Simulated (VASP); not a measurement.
# BAs (F-43m) in VASP: further runs

One crystal, BAs, is run at these levels: PBE+D3(BJ), PBE; tasks: relaxation of the atoms, relaxation of cell and atoms.

Program: VASP 6.6.1. These are calculated values, not measurements. Logs are shortened: lines on timing, memory, paths and dates and some standing lists are left out, and cuts for length are marked.

### Step 1. Starting point

Symmetry: F-43m, No. 216, cubic system. The conventional cell has a = 4.777 Å, b = 4.777 Å, c = 4.777 Å, α = 90.00°, β = 90.00°, γ = 90.00°. B (site symmetry -43m) is surrounded by 4 As at 2.07 Å. As (site symmetry -43m) has 4 B at 2.07 Å as nearest neighbours.

### Step 2. Relaxation of the atoms, PBE+D3(BJ) (a relaxed cell with its volume scaled by 1.04)

INCAR

```
SYSTEM = BAs
PREC = Accurate
ENCUT = 600
EDIFF = 1E-7
ISMEAR = 0
SIGMA = 0.03
LREAL = .FALSE.
LASPH = .TRUE.
NELM = 80
ALGO = Normal
ISIF = 2
LWAVE = .FALSE.
LCHARG = .FALSE.
GGA = PE
IVDW = 12
IBRION = 2
NSW = 40
EDIFFG = -0.01
```

KPOINTS

```
Automatic mesh
0
G
  10 10 10
  0 0 0
```

POSCAR

```
BAs                                     
1.0
    0.0000000000      2.4172536453      2.4172536453
    2.4172536453      0.0000000000      2.4172536453
    2.4172536453      2.4172536453      0.0000000000
  B               As            
     1     1
Direct
     0.0000000000000000    0.0000000000000000    0.0000000000000000
     0.2500000000000000    0.2500000000000000    0.2500000000000000
```

Potentials or basis: VASP PAW PBE potentials, release 64 (B, As).

Launch:

```sh
> cat potpaw_PBE.64/B/POTCAR potpaw_PBE.64/As/POTCAR > POTCAR
> mpirun -np 1 vasp_std > vasp.out
```

OUTCAR:

```text
SYSTEM = BAs
   PREC = Accurate
   ENCUT = 600
   EDIFF = 1E-7
   ISMEAR = 0
   LREAL = .FALSE.
   LASPH = .TRUE.
   NELM = 80
   ISIF = 2
   GGA = PE
   IVDW = 12
   IBRION = 2
   NSW = 40
   EDIFFG = -0.01
 IVDW          = 12

 ion  position               nearest neighbor table
   1  0.000  0.000  0.000-   2 2.09   2 2.09   2 2.09   2 2.09
   2  0.250  0.250  0.250-   1 2.09   1 2.09   1 2.09   1 2.09

  LATTYP: Found a face centered cubic cell.
 ALAT       =     4.8345072906

  Lattice vectors:

 A1 = (   0.0000000000,   2.4172536453,   2.4172536453)
 A2 = (   2.4172536453,   0.0000000000,   2.4172536453)
 A3 = (   2.4172536453,   2.4172536453,   0.0000000000)

Analysis of symmetry for initial positions (statically):
=====================================================================
 Subroutine PRICEL returns:
 Original cell was already a primitive cell.

 Routine SETGRP: Setting up the symmetry group for a
 face centered cubic supercell.

 Subroutine GETGRP returns: Found 24 space group operations
 (whereof 24 operations were pure point group operations)
 out of a pool of 48 trial point group operations.

The static configuration has the point symmetry T_d .

Analysis of symmetry for dynamics (positions and initial velocities):
=====================================================================
 Subroutine PRICEL returns:
 Original cell was already a primitive cell.

 Routine SETGRP: Setting up the symmetry group for a
 face centered cubic supercell.

 Subroutine GETGRP returns: Found 24 space group operations
 (whereof 24 operations were pure point group operations)
 out of a pool of 48 trial point group operations.

The dynamic configuration has the point symmetry T_d .

 Subroutine INISYM returns: Found 24 space group operations
 (whereof 24 operations are pure point group operations),
 and found     1 'primitive' translations

----------------------------------------------------------------------------------------

                                     Primitive cell

  volume of cell :      28.2486

  direct lattice vectors                    reciprocal lattice vectors
     0.000000000  2.417253645  2.417253645    -0.206846311  0.206846311  0.206846311
     2.417253645  0.000000000  2.417253645     0.206846311 -0.206846311  0.206846311
     2.417253645  2.417253645  0.000000000     0.206846311  0.206846311 -0.206846311

  length of vectors
     3.418512889  3.418512889  3.418512889     0.358268321  0.358268321  0.358268321

  position of ions in fractional coordinates (direct lattice)
     0.000000000  0.000000000  0.000000000
     0.250000000  0.250000000  0.250000000

  ion indices of the primitive-cell ions
   primitive index   ion index
                 1           1
                 2           2

----------------------------------------------------------------------------------------

 KPOINTS: Automatic mesh

Automatic generation of k-mesh.
 Grid dimensions read from file:
 generate k-points for:   10   10   10

 Generating k-lattice:

  Cartesian coordinates                     Fractional coordinates (reciprocal lattice)
    -0.020684631  0.020684631  0.020684631     0.100000000  0.000000000  0.000000000
     0.020684631 -0.020684631  0.020684631     0.000000000  0.100000000  0.000000000
     0.020684631  0.020684631 -0.020684631     0.000000000  0.000000000  0.100000000

  Length of vectors
     0.035826832  0.035826832  0.035826832

  Shift w.r.t. Gamma in fractional coordinates (k-lattice)
     0.000000000  0.000000000  0.000000000

 Subroutine IBZKPT returns following result:
 ===========================================

 Found     47 irreducible k-points:

 Following reciprocal coordinates:
            Coordinates               Weight
  0.000000  0.000000  0.000000      1.000000
  0.100000  0.000000  0.000000      8.000000
  0.200000  0.000000  0.000000      8.000000
  0.300000  0.000000  0.000000      8.000000
  0.400000  0.000000  0.000000      8.000000
  0.500000  0.000000  0.000000      4.000000
[... 16 lines left out ...]
  0.300000  0.300000  0.000000      6.000000
  0.400000  0.300000  0.000000     24.000000
 [... further k-points ...]
   k-points           NKPTS =     47   k-points in BZ     NKDIM =     47   number of bands    NBANDS=      8
   number of dos      NEDOS =    301   number of ions     NIONS =      2
   total plane-waves  NPLWV =  21952
   dimension x,y,z NGX =    28 NGY =   28 NGZ =   28
   dimension x,y,z NGXF=    56 NGYF=   56 NGZF=   56
   ions per type =               1   1
   NGX,Y,Z   is equivalent  to a cutoff of  13.62, 13.62, 13.62 a.u.
   NGXF,Y,Z  is equivalent  to a cutoff of  27.23, 27.23, 27.23 a.u.
 SYSTEM =  BAs
   PREC   = accura    normal or accurate (medium, high low for compatibility)
   ISTART =      0    job   : 0-new  1-cont  2-samecut
   ICHARG =      2    charge: 1-file 2-atom 10-const
   ISPIN  =      1    spin polarized calculation?
   LNONCOLLINEAR =      F non collinear calculations
   LSORBIT =      F    spin-orbit coupling
   LASPH  =      T    aspherical Exc in radial PAW
   ENCUT  =  600.0 eV  44.10 Ry    6.64 a.u.   6.83  6.83  6.83*2*pi/ulx,y,z
   NELM   =     80;   NELMIN=  2; NELMDL= -5     # of ELM steps
   EDIFF  = 0.1E-06   stopping-criterion for ELM
   LREAL  =      F    real-space projection
   EDIFFG = -.1E-01   stopping-criterion for IOM
   NSW    =     40    number of steps for IOM
   IBRION =      2    ionic relax: 0-MD 1-quasi-New 2-CG
   NFREE  =      1    steps in history (QN), initial steepest desc. (CG)
   ISIF   =      2    stress and relaxation
   ISYM   =      2    0-nonsym 1-usesym 2-fastsym
   POTIM  = 0.5000    time-step for ionic-motion
   TEBEG  =    0.0;   TEEND  =   0.0 temperature during run
   PSTRESS=    0.0 pullay stress
   NELECT =       8.0000    total number of electrons
   NUPDOWN=      -1.0000    fix difference up-down
   EMIN   =  10.00;   EMAX   =-10.00  energy-range for DOS
   EFERMI =   0.00;   METHOD = LEGACY
   ISMEAR =     0;   SIGMA  =   0.03  broadening in eV -4-tet -1-fermi 0-gaus
   EFERMI_NEDOS =   21; number of points for ismear=-14 and -15
   IALGO  =     38    algorithm
   IMIX   =      4    mixing-type and parameters
     AMIX     =   0.40;   BMIX     =  1.00
     AMIX_MAG =   1.60;   BMIX_MAG =  1.00
  volume/ion in A,a.u.               =      14.12        95.32
  Fermi-wavevector in a.u.,A,eV,Ry     =   1.075076  2.031600 15.725463  1.155789
  Thomas-Fermi vector in A             =   2.210923
   LORBIT       =      0    0 simple, 1 ext, 2 COOP (PROOUT), +10 PAW based schemes
   GGA     = PE    functional components
   LHFCALC =     F    Hartree Fock is set to
   AEXX    =    0.0000 exact exchange contribution
   IVDW    =    12    specifies the selected vdW correction
   LEPSILON=     F    determine dielectric tensor
   LRPA    =     F    only Hartree local field effects (RPA)
 conjugate gradient relaxation of ions
 non-spin polarized calculation
 Gauss-broadening in eV      SIGMA  =   0.03
  energy-cutoff  :      600.00
  volume of cell :       28.25
 maximum number of plane-waves:       960
   NGX = 13   NGY = 13   NGZ = 13

 number of electron       8.0000000 magnetization

 Free energy of the ion-electron system (eV)
  ---------------------------------------------------
  ext. energy  EPLUGINS =         0.00000000
  ---------------------------------------------------
  free energy    TOTEN  =       -11.41314401 eV

  energy without entropy =      -11.41314401  energy(sigma->0) =      -11.41314401

 E-fermi :   5.9122     XC(G=0): -10.4293

 val. band max:        5.7354806623   @ k =   0.0000   0.0000   0.0000
 cond. band min:       6.9476947772   @ k =   0.4000   0.4000   0.0000
 fundamental gap:      1.2122141150
 Fermi energy:         5.9121596993

 k-point     1 :       0.0000    0.0000    0.0000
  band No.  band energies     occupation
      1      -9.3428      2.00000
      2       5.7355      2.00000
      3       5.7355      2.00000
      4       5.7355      2.00000
      5       8.9678      0.00000
      6       8.9678      0.00000
      7       8.9678      0.00000
      8       9.9708      0.00000

 k-point     2 :       0.1000    0.0000    0.0000
  band No.  band energies     occupation
      1      -9.1840      2.00000
      2       4.3599      2.00000
      3       5.4463      2.00000
      4       5.4463      2.00000
      5       9.0330      0.00000
      6       9.3498      0.00000
      7       9.3498      0.00000
      8      10.9305      0.00000

 k-point     3 :       0.2000    0.0000    0.0000
  band No.  band energies     occupation
      1      -8.7163      2.00000
      2       2.0527      2.00000
      3       4.8920      2.00000
      4       4.8920      2.00000
      5       8.7664      0.00000
      6      10.0475      0.00000
      7      10.0475      0.00000
      8      12.6252      0.00000

 k-point     4 :       0.3000    0.0000    0.0000
  band No.  band energies     occupation
      1      -7.9774      2.00000
      2      -0.1707      2.00000
      3       4.3996      2.00000
      4       4.3996      2.00000
      5       8.4772      0.00000
      6      10.4568      0.00000
      7      10.4568      0.00000
      8      13.9773      0.00000

 k-point     5 :       0.4000    0.0000    0.0000
  band No.  band energies     occupation
      1      -7.1020      2.00000
      2      -1.9772      2.00000
      3       4.0830      2.00000
      4       4.0830      2.00000
      5       8.2861      0.00000
      6      10.5033      0.00000
      7      10.5033      0.00000
      8      14.4935      0.00000
[... 177 lines left out ...]
 k-point    22 :      -0.2000    0.2000    0.0000
  band No.  band energies     occupation
      1      -7.7233      2.00000
      2       0.3578      2.00000
      3       1.8130      2.00000
      4       4.4859      2.00000
      5       9.5313      0.00000
      6      10.7588      0.00000
      7      11.5986      0.00000
      8      12.5651      0.00000

 k-point    23 :       0.3000    0.3000    0.0000
  band No.  band energies     occupation
      1      -7.4940      2.00000
      2       0.5717      2.00000
      3       2.6657      2.00000
      4       2.6657      2.00000
      5       7.1560      0.00000
      6       9.3698      0.00000
      7      13.9634      0.00000
      8      13.9634      0.00000

 k-point    24 :       0.4000    0.3000    0.0000
  band No.  band energies     occupation
      1      -6.7965      2.00000
      2      -0.6267      2.00000
      3       1.9068      2.00000
      4       2.3781      2.00000
      5       7.4502      0.00000
      6       9.1165      0.00000
      7      14.3188      0.00000
      8      14.5698      0.00000

 [... further k-points ...]

------------------------ aborting loop because EDIFF is reached ----------------------------------------

 Edisp (eV)   -0.63662

 E8    (eV) :    -0.2532

  FORCE on cell =-STRESS in cart. coord.  units (eV):
  Direction    XX          YY          ZZ          XY          YZ          ZX
  --------------------------------------------------------------------------------------
  -------------------------------------------------------------------------------------
  Total      -0.88831    -0.88831    -0.88831     0.00000    -0.00000    -0.00000
  in kB     -50.38237   -50.38237   -50.38237     0.00000    -0.00000    -0.00000
  external pressure =      -50.38 kB  Pullay stress =        0.00 kB

 VOLUME and BASIS-vectors are now :
 -----------------------------------------------------------------------------
  energy-cutoff  :      600.00
  volume of cell :       28.25
      direct lattice vectors                 reciprocal lattice vectors
     0.000000000  2.417253645  2.417253645    -0.206846311  0.206846311  0.206846311
     2.417253645  0.000000000  2.417253645     0.206846311 -0.206846311  0.206846311
     2.417253645  2.417253645  0.000000000     0.206846311  0.206846311 -0.206846311

 POSITION                                       TOTAL-FORCE (eV/Angst)
 -----------------------------------------------------------------------------------
      0.00000      0.00000      0.00000        -0.000000     -0.000000     -0.000000
      1.20863      1.20863      1.20863         0.000000      0.000000      0.000000
 -----------------------------------------------------------------------------------
    total drift:                               -0.000000     -0.000000     -0.000000

  FREE ENERGIE OF THE ION-ELECTRON SYSTEM (eV)
  ---------------------------------------------------
  free  energy   TOTEN  =       -12.0497627626 eV

  energy  without entropy=      -12.0497627626  energy(sigma->0) =      -12.04976276

 reached required accuracy - stopping structural energy minimisation
```

Run time: 6.3 s. Hardware: 1 thread of Intel Xeon 6975P-C (Granite Rapids), shared host; peak memory 0.17 GiB.

Results:

```
Free energy                : -12.0498 eV
Pressure after relaxing    : -5.0 GPa
Band gap on the k mesh     : 1.21 eV, indirect (least direct gap 3.23 eV)
Dispersion energy per atom : -0.318 eV
```

Final structure:
```
B As
1.0
     0.00000    2.41725    2.41725
     2.41725    0.00000    2.41725
     2.41725    2.41725    0.00000
B As
1 1
Direct
  0.00000 0.00000 0.00000
  0.25000 0.25000 0.25000
```

Levels at points of the mesh, in eV from the valence-band top:
```csv
k point,band 1,band 2,band 3,band 4,band 5,band 6,band 7,band 8
"(0.00, 0.00, 0.00)",-15.08,0.00,0.00,0.00,3.23,3.23,3.23,4.24
"(0.50, 0.00, 0.00)",-12.34,-8.53,-1.76,-1.76,2.49,4.74,4.74,8.79
"(0.50, 0.50, 0.00)",-11.08,-8.33,-3.93,-3.93,1.47,1.47,11.03,11.03
```

Caveat: the relaxation stopped at its first step, so nothing moved.

(Continued in part 2 of 3.)
